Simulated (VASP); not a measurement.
# ZnH (Pm-3m) in VASP: notebook

Aim: see how the results for ZnH move with the level of theory and the settings. Levels: PBE, LDA. Tasks: relaxation of cell and atoms.

Everything below comes from runs of VASP 6.6.1. Logs are shortened: lines on timing, memory, paths and dates and some standing lists are left out, and cuts for length are marked.

**1. Starting point**

The structure is cubic, space group Pm-3m (No. 221). Conventional cell: a = 2.704 Å, b = 2.704 Å, c = 2.704 Å, α = 90.00°, β = 90.00°, γ = 90.00°. Zn (site symmetry m-3m) is surrounded by 8 H at 2.34 Å. H (site symmetry m-3m) has 8 Zn at 2.34 Å as nearest neighbours.

The cell was built by a generator and needn't be a form met in nature.

**2. Relaxation of cell and atoms, PBE**

File INCAR:

```
SYSTEM = ZnH
ALGO     = Fast           ! electronic algorithm
EDIFF    = 1E-6           ! SCF threshold, eV
EDIFFG   = -0.005         ! ionic threshold
ENCUT    = 600            ! plane-wave cutoff, eV
GGA      = PE             ! functional
IBRION   = 2              ! ionic algorithm
ISIF     = 3              ! what is computed and relaxed
ISMEAR   = 0              ! smearing method
LASPH    = .TRUE.         ! aspherical terms in the spheres
LCHARG   = .FALSE.        ! write CHGCAR
LREAL    = .FALSE.        ! projectors in reciprocal space
LWAVE    = .FALSE.        ! write WAVECAR
NELM     = 100            ! most SCF steps
NSW      = 60             ! ionic steps
PREC     = Accurate       ! precision mode
SIGMA    = 0.05           ! smearing width, eV
```

File KPOINTS:

```
k-points
0
G
  10 10 10
  0 0 0
```

File POSCAR:

```
ZnH
1.0
    2.7042700000      0.0000000000      0.0000000000
    0.0000000000      2.7042700000      0.0000000000
    0.0000000000      0.0000000000      2.7042700000
Zn H
1 1
Direct
    0.5000000000      0.5000000000      0.5000000000
    0.0000000000      0.0000000000      0.0000000000
```

Potentials or basis: VASP PAW PBE potentials, release 64 (Zn, H).

Run with:

```sh
> cat potpaw_PBE.64/Zn/POTCAR potpaw_PBE.64/H/POTCAR > POTCAR
> mpirun -np 1 vasp_std > vasp.out
```

OUTCAR:

```text
SYSTEM = ZnH
   EDIFF = 1E-6
   EDIFFG = -0.005
   ENCUT = 600
   GGA = PE
   IBRION = 2
   ISIF = 3
   ISMEAR = 0
   LASPH = .TRUE.
   LREAL = .FALSE.
   NELM = 100
   NSW = 60
   PREC = Accurate

 ion  position               nearest neighbor table
   1  0.500  0.500  0.500-
   2  0.000  0.000  0.000-

  LATTYP: Found a simple cubic cell.
 ALAT       =     2.7042700000

  Lattice vectors:

 A1 = (   2.7042700000,   0.0000000000,   0.0000000000)
 A2 = (   0.0000000000,   2.7042700000,   0.0000000000)
 A3 = (   0.0000000000,   0.0000000000,   2.7042700000)

Analysis of symmetry for initial positions (statically):
=====================================================================
 Subroutine PRICEL returns:
 Original cell was already a primitive cell.

 Routine SETGRP: Setting up the symmetry group for a
 simple cubic supercell.

 Subroutine GETGRP returns: Found 48 space group operations
 (whereof 48 operations were pure point group operations)
 out of a pool of 48 trial point group operations.

The static configuration has the point symmetry O_h .

Analysis of symmetry for dynamics (positions and initial velocities):
=====================================================================
 Subroutine PRICEL returns:
 Original cell was already a primitive cell.

 Routine SETGRP: Setting up the symmetry group for a
 simple cubic supercell.

 Subroutine GETGRP returns: Found 48 space group operations
 (whereof 48 operations were pure point group operations)
 out of a pool of 48 trial point group operations.

The dynamic configuration has the point symmetry O_h .

 Subroutine INISYM returns: Found 48 space group operations
 (whereof 48 operations are pure point group operations),
 and found     1 'primitive' translations

----------------------------------------------------------------------------------------

                                     Primitive cell

  volume of cell :      19.7765

  direct lattice vectors                    reciprocal lattice vectors
     2.704270000  0.000000000  0.000000000     0.369785561  0.000000000  0.000000000
     0.000000000  2.704270000  0.000000000     0.000000000  0.369785561  0.000000000
     0.000000000  0.000000000  2.704270000     0.000000000  0.000000000  0.369785561

  length of vectors
     2.704270000  2.704270000  2.704270000     0.369785561  0.369785561  0.369785561

  position of ions in fractional coordinates (direct lattice)
     0.500000000  0.500000000  0.500000000
     0.000000000  0.000000000  0.000000000

  ion indices of the primitive-cell ions
[... 98 lines left out ...]
  Thomas-Fermi vector in A             =   2.544038
   LORBIT       =      0    0 simple, 1 ext, 2 COOP (PROOUT), +10 PAW based schemes
   GGA     = PE    functional components
   LHFCALC =     F    Hartree Fock is set to
   AEXX    =    0.0000 exact exchange contribution
   IVDW    =     0    specifies the selected vdW correction
   LEPSILON=     F    determine dielectric tensor
   LRPA    =     F    only Hartree local field effects (RPA)
 conjugate gradient relaxation of ions
 non-spin polarized calculation
 RMM-DIIS sequential band-by-band and
 Gauss-broadening in eV      SIGMA  =   0.05
  energy-cutoff  :      600.00
  volume of cell :       19.78
 maximum number of plane-waves:       691
 NGX is ok and might be reduce to    24
   NGX = 11   NGY = 11   NGZ = 11

--------------------------------------- Ionic step        1  -------------------------------------------

 number of electron      12.9999990 magnetization

 Free energy of the ion-electron system (eV)
  ---------------------------------------------------
  ext. energy  EPLUGINS =         0.00000000
  ---------------------------------------------------
  free energy    TOTEN  =        -3.19096239 eV

  energy without entropy =       -3.19035290  energy(sigma->0) =       -3.19065764

------------------------ aborting loop because EDIFF is reached ----------------------------------------

  FORCE on cell =-STRESS in cart. coord.  units (eV):
  Direction    XX          YY          ZZ          XY          YZ          ZX
  --------------------------------------------------------------------------------------
  -------------------------------------------------------------------------------------
  Total        0.0185701      0.0185701      0.0185701     -0.0000000     -0.0000000      0.0000000
  in kB        1.5044428      1.5044428      1.5044428     -0.0000000     -0.0000000      0.0000000
  external PRESSURE =       1.5044428 kB  Pullay stress =       0.0000000 kB
[... 203 lines left out ...]
--------------------------------------- Ionic step        7  -------------------------------------------

 number of electron      12.9999989 magnetization

 Free energy of the ion-electron system (eV)
  ---------------------------------------------------
  ext. energy  EPLUGINS =         0.00000000
  ---------------------------------------------------
  free energy    TOTEN  =        -3.19097392 eV

  energy without entropy =       -3.19036160  energy(sigma->0) =       -3.19066776

 E-fermi :   2.4982     XC(G=0): -11.0503

 val. band max:        2.4793348890   @ k =   0.3000   0.1000   0.0000
 cond. band min:       2.5790446299   @ k =   0.4000   0.4000   0.0000
 fundamental gap:      0.0997097410
 Fermi energy:         2.4981595222

 k-point     1 :       0.0000    0.0000    0.0000
  band No.  band energies     occupation
      1      -8.4156      2.00000
      2      -5.4416      2.00000
      3      -5.4416      2.00000
      4      -4.4406      2.00000
      5      -4.4406      2.00000
      6      -4.4406      2.00000
      7       8.4203      0.00000
      8      12.5351      0.00000
      9      12.5351      0.00000
     10      12.5351      0.00000
[... 287 lines left out ...]
 k-point    24 :       0.3000    0.1000    0.1000
  band No.  band energies     occupation
      1      -6.3621      2.00000
      2      -5.2855      2.00000
      3      -5.0379      2.00000
      4      -4.6815      2.00000
      5      -4.5261      2.00000
      6      -4.4701      2.00000
      7       2.6531      0.00001
      8       9.3776      0.00000
      9      12.0980      0.00000
     10      16.0795      0.00000

 [... further k-points ...]

------------------------ aborting loop because EDIFF is reached ----------------------------------------

  FORCE on cell =-STRESS in cart. coord.  units (eV):
  Direction    XX          YY          ZZ          XY          YZ          ZX
  --------------------------------------------------------------------------------------
  -------------------------------------------------------------------------------------
  Total        0.0005919      0.0005919      0.0005919      0.0000000      0.0000000     -0.0000000
  in kB        0.0478674      0.0478674      0.0478674      0.0000000      0.0000000     -0.0000000
  external PRESSURE =       0.0478674 kB  Pullay stress =       0.0000000 kB
[... 17 lines left out ...]
  FREE ENERGIE OF THE ION-ELECTRON SYSTEM (eV)
  ---------------------------------------------------
  free  energy   TOTEN  =        -3.1909739169 eV

  energy  without entropy=       -3.1903615981  energy(sigma->0) =       -3.19066776

 reached required accuracy - stopping structural energy minimisation
```

OSZICAR:

```text
N       E                     dE             d eps       ncg     rms          rms(c)
DAV:   1     0.362054888957E+02    0.36205E+02   -0.68030E+03  1120   0.188E+03
DAV:   2    -0.268186696126E+01   -0.38887E+02   -0.37847E+02  1124   0.220E+02
DAV:   3    -0.343821364559E+01   -0.75635E+00   -0.75516E+00  1272   0.340E+01
DAV:   4    -0.344034186455E+01   -0.21282E-02   -0.21280E-02  1210   0.182E+00
[... 44 lines left out ...]
RMM:   5    -0.319097375243E+01    0.28458E-07   -0.47246E-07   601   0.130E-02
   6 F= -.31909738E+01 E0= -.31906675E+01  d E =-.113631E-04
       N       E                     dE             d eps       ncg     rms          rms(c)
DAV:   1    -0.319097652148E+01   -0.27406E-05   -0.31790E-05  1116   0.136E-01    0.118E-02
RMM:   2    -0.319097405967E+01    0.24618E-05   -0.85157E-06   947   0.491E-02    0.405E-03
RMM:   3    -0.319097391687E+01    0.14279E-06   -0.18632E-07   612   0.751E-03
   7 F= -.31909739E+01 E0= -.31906678E+01  d E =-.115275E-04
```

Wall time 20 s (1 thread of Intel Xeon Platinum 8488C (Sapphire Rapids), shared host); peak memory 0.15 GiB.

What came out:

```yaml
Free_energy: -3.1910 eV
Relaxed_volume: 9.91 Å³/atom
Relaxed_cell: a = 2.706 Å, b = 2.706 Å, c = 2.706 Å, α = 90.00°, β = 90.00°, γ = 90.00°
Space_group_after_relaxing_to_0.05_Å: Pm-3m (No. 221)
Energy_gained_by_relaxing: 0.0 meV/atom
Ionic_steps: 7
Pressure_after_relaxing: 0.0 GPa
Band_gap_on_the_k_mesh: none (metal or under the smearing width)
```

Final structure:
```xyz
2
Lattice="2.7058 0.0000 0.0000 0.0000 2.7058 0.0000 0.0000 0.0000 2.7058" Properties=species:S:1:pos:R:3 pbc="T T T"
Zn    1.3529    1.3529    1.3529
H     0.0000    0.0000    0.0000
```

Levels at points of the mesh, in eV from the Fermi level:
| k point | band 2 | band 3 | band 4 | band 5 | band 6 | band 7 | band 8 | band 9 | band 10 |
| --- | --- | --- | --- | --- | --- | --- | --- | --- | --- |
| (0.00, 0.00, 0.00) | -7.94 | -7.94 | -6.94 | -6.94 | -6.94 | 5.92 | 10.04 | 10.04 | 10.04 |
| (0.50, 0.00, 0.00) | -7.83 | -7.24 | -7.24 | -6.91 | -6.59 | -3.74 | 8.95 | 14.77 | 14.77 |
| (0.50, 0.50, 0.00) | -7.67 | -7.18 | -7.18 | -6.70 | -1.65 | 0.22 | 0.22 | 1.41 | 17.46 |
| (0.50, 0.50, 0.50) | -7.76 | -7.76 | -6.68 | -6.68 | -0.83 | 4.50 | 4.50 | 4.50 | 7.76 |

**3. Relaxation of cell and atoms, LDA**

File INCAR:

```
SYSTEM = ZnH
PREC = Accurate ; ENCUT = 600
EDIFF = 1E-6 ; ISMEAR = 0
SIGMA = 0.05 ; LREAL = .False.
LASPH = .True. ; NELM = 100
ALGO = Normal ; ISIF = 3
LWAVE = .False. ; LCHARG = .False.
GGA = CA ; IBRION = 2
NSW = 40 ; EDIFFG = -0.01
```

File KPOINTS:

```
regular mesh
0
Gamma
  10 10 10
  0 0 0
```

POSCAR is that of step 2.

Potentials or basis: VASP PAW LDA potentials, release 64 (Zn, H).

Run with:

```sh
> cat potpaw_LDA.64/Zn/POTCAR potpaw_LDA.64/H/POTCAR > POTCAR
> mpirun -np 1 vasp_std > vasp.out
```

OUTCAR:

```text
SYSTEM = ZnH
   PREC = Accurate
   ENCUT = 600
   EDIFF = 1E-6
   ISMEAR = 0
   LREAL = .False.
   LASPH = .True.
   NELM = 100
   ISIF = 3
   GGA = CA
   IBRION = 2
   NSW = 40
   EDIFFG = -0.01

 ion  position               nearest neighbor table
   1  0.500  0.500  0.500-
   2  0.000  0.000  0.000-

  LATTYP: Found a simple cubic cell.
 ALAT       =     2.7042700000

  Lattice vectors:

 A1 = (   2.7042700000,   0.0000000000,   0.0000000000)
 A2 = (   0.0000000000,   2.7042700000,   0.0000000000)
 A3 = (   0.0000000000,   0.0000000000,   2.7042700000)

Analysis of symmetry for initial positions (statically):
=====================================================================
 Subroutine PRICEL returns:
 Original cell was already a primitive cell.

 Routine SETGRP: Setting up the symmetry group for a
 simple cubic supercell.

 Subroutine GETGRP returns: Found 48 space group operations
 (whereof 48 operations were pure point group operations)
 out of a pool of 48 trial point group operations.

The static configuration has the point symmetry O_h .

Analysis of symmetry for dynamics (positions and initial velocities):
=====================================================================
 Subroutine PRICEL returns:
 Original cell was already a primitive cell.

 Routine SETGRP: Setting up the symmetry group for a
 simple cubic supercell.

 Subroutine GETGRP returns: Found 48 space group operations
 (whereof 48 operations were pure point group operations)
 out of a pool of 48 trial point group operations.

The dynamic configuration has the point symmetry O_h .

 Subroutine INISYM returns: Found 48 space group operations
 (whereof 48 operations are pure point group operations),
 and found     1 'primitive' translations

[... 133 lines left out ...]

--------------------------------------- Ionic step        1  -------------------------------------------

 number of electron      12.9999990 magnetization

 Free energy of the ion-electron system (eV)
  ---------------------------------------------------
  ext. energy  EPLUGINS =         0.00000000
  ---------------------------------------------------
  free energy    TOTEN  =        -4.13431237 eV

  energy without entropy =       -4.13372567  energy(sigma->0) =       -4.13401902

------------------------ aborting loop because EDIFF is reached ----------------------------------------

  FORCE on cell =-STRESS in cart. coord.  units (eV):
  Direction    XX          YY          ZZ          XY          YZ          ZX
  --------------------------------------------------------------------------------------
  -------------------------------------------------------------------------------------
  Total       -0.8451437     -0.8451437     -0.8451437      0.0000000     -0.0000000      0.0000000
  in kB      -68.4685317    -68.4685317    -68.4685317      0.0000000     -0.0000000      0.0000000
  external PRESSURE =     -68.4685317 kB  Pullay stress =       0.0000000 kB
[... 59 lines left out ...]
--------------------------------------- Ionic step        3  -------------------------------------------

 number of electron      13.0000001 magnetization

 Free energy of the ion-electron system (eV)
  ---------------------------------------------------
  ext. energy  EPLUGINS =         0.00000000
  ---------------------------------------------------
  free energy    TOTEN  =        -4.17665406 eV

  energy without entropy =       -4.17596326  energy(sigma->0) =       -4.17630866

 E-fermi :   3.0436     XC(G=0): -11.8429

 val. band max:        2.9675905172   @ k =   0.5000   0.5000   0.0000
 cond. band min:       3.0469363789   @ k =   0.3000   0.1000   0.0000
 fundamental gap:      0.0793458616
 Fermi energy:         3.0435887246

 k-point     1 :       0.0000    0.0000    0.0000
  band No.  band energies     occupation
      1      -8.7684      2.00000
      2      -5.3580      2.00000
      3      -5.3580      2.00000
      4      -4.1480      2.00000
      5      -4.1480      2.00000
      6      -4.1480      2.00000
      7       9.8521      0.00000
      8      13.4971      0.00000
      9      13.4971      0.00000
     10      13.4971      0.00000
[... 287 lines left out ...]
 k-point    24 :       0.3000    0.1000    0.1000
  band No.  band energies     occupation
      1      -6.5545      2.00000
      2      -5.1702      2.00000
      3      -4.8929      2.00000
      4      -4.4426      2.00000
      5      -4.2800      2.00000
      6      -4.1897      2.00000
      7       3.2383      0.00000
      8      10.4274      0.00000
      9      13.0774      0.00000
     10      17.5390      0.00000

 [... further k-points ...]

------------------------ aborting loop because EDIFF is reached ----------------------------------------

  FORCE on cell =-STRESS in cart. coord.  units (eV):
  Direction    XX          YY          ZZ          XY          YZ          ZX
  --------------------------------------------------------------------------------------
  -------------------------------------------------------------------------------------
  Total       -0.0120608     -0.0120608     -0.0120608      0.0000000     -0.0000000     -0.0000000
  in kB       -1.0748274     -1.0748274     -1.0748274      0.0000000     -0.0000000     -0.0000000
  external PRESSURE =      -1.0748274 kB  Pullay stress =       0.0000000 kB
[... 17 lines left out ...]
  FREE ENERGIE OF THE ION-ELECTRON SYSTEM (eV)
  ---------------------------------------------------
  free  energy   TOTEN  =        -4.1766540595 eV

  energy  without entropy=       -4.1759632641  energy(sigma->0) =       -4.17630866

 reached required accuracy - stopping structural energy minimisation
```

OSZICAR:

```text
N       E                     dE             d eps       ncg     rms          rms(c)
DAV:   1     0.359122085018E+02    0.35912E+02   -0.68161E+03  1120   0.188E+03
DAV:   2    -0.359428261784E+01   -0.39506E+02   -0.38364E+02  1124   0.222E+02
DAV:   3    -0.437564314344E+01   -0.78136E+00   -0.78008E+00  1270   0.346E+01
[... 22 lines left out ...]
DAV:   3    -0.418435778147E+01    0.18543E-01   -0.25271E-02  1238   0.368E+00    0.579E-01
DAV:   4    -0.417672698955E+01    0.76308E-02   -0.30142E-03  1502   0.972E-01    0.571E-02
DAV:   5    -0.417665653746E+01    0.70452E-04   -0.40774E-04  1676   0.458E-01    0.148E-02
DAV:   6    -0.417665360765E+01    0.29298E-05   -0.51447E-05  1152   0.151E-01    0.450E-03
DAV:   7    -0.417665405949E+01   -0.45184E-06   -0.17832E-06   896   0.182E-02
   3 F= -.41766541E+01 E0= -.41763087E+01  d E =-.423417E-01
```

It took 9.7 s on 1 thread of Intel Xeon Platinum 8488C (Sapphire Rapids), shared host; peak memory 0.14 GiB.

Results:

* Free energy: -4.1767 eV
* Relaxed volume: 8.99 Å³/atom
* Relaxed cell: a = 2.620 Å, b = 2.620 Å, c = 2.620 Å, α = 90.00°, β = 90.00°, γ = 90.00°
* Space group after relaxing (to 0.05 Å): Pm-3m (No. 221)
* Energy gained by relaxing: 21.2 meV/atom
* Ionic steps: 3
* Pressure after relaxing: -0.1 GPa
* Band gap on the k mesh: none (metal or under the smearing width)

The path:
| step | energy change (eV) | largest force (eV/Å) | pressure (GPa) | volume (Å³) |
| --- | --- | --- | --- | --- |
| 1 | 0.0000 | 0.0000 | -6.85 | 19.78 |
| 2 | -0.0365 | 0.0000 | -2.83 | 18.59 |
| 3 | -0.0423 | 0.0000 | -0.11 | 17.98 |

Final structure:
```
CELL_PARAMETERS angstrom
2.61969 0.00000 0.00000
0.00000 2.61969 0.00000
0.00000 0.00000 2.61969
ATOMIC_POSITIONS crystal
Zn 0.50000 0.50000 0.50000
H 0.00000 0.00000 0.00000
```

**4. For comparison**

An earlier run on the cell as given: functional PBE; potentials or basis VASP PAW PBE potentials, release 64 (Zn, H); cutoff 520 eV; k mesh 10 × 10 × 10; occupations fermi-dirac, width 0.05 eV; no spin polarisation.

- Pressure: 0.1 GPa
- Band gap on the k mesh: none (metal or under the smearing width)

**5. Overview**

| task | level | potentials or basis | cell | cutoff (eV) | smearing | gap on the mesh (eV) | pressure (GPa) | relaxed volume (Å³/atom) |
| --- | --- | --- | --- | --- | --- | --- | --- | --- |
| relaxation of cell and atoms | PBE | VASP PAW PBE potentials, release 64 (Zn, H) | relaxed | 600 | gaussian 0.05 eV | none | 0.0 | 9.91 |
| relaxation of cell and atoms | LDA | VASP PAW LDA potentials, release 64 (Zn, H) | relaxed | 600 | gaussian 0.05 eV | none | -0.1 | 8.99 |
| single point | PBE | VASP PAW PBE potentials, release 64 (Zn, H) | as given | 520 | fermi-dirac 0.05 eV | none | 0.1 | - |

Alike in all rows: no spin polarisation; k mesh 10 × 10 × 10.

Total energies depend on the potentials used, so only differences within one code and one set of settings carry meaning.
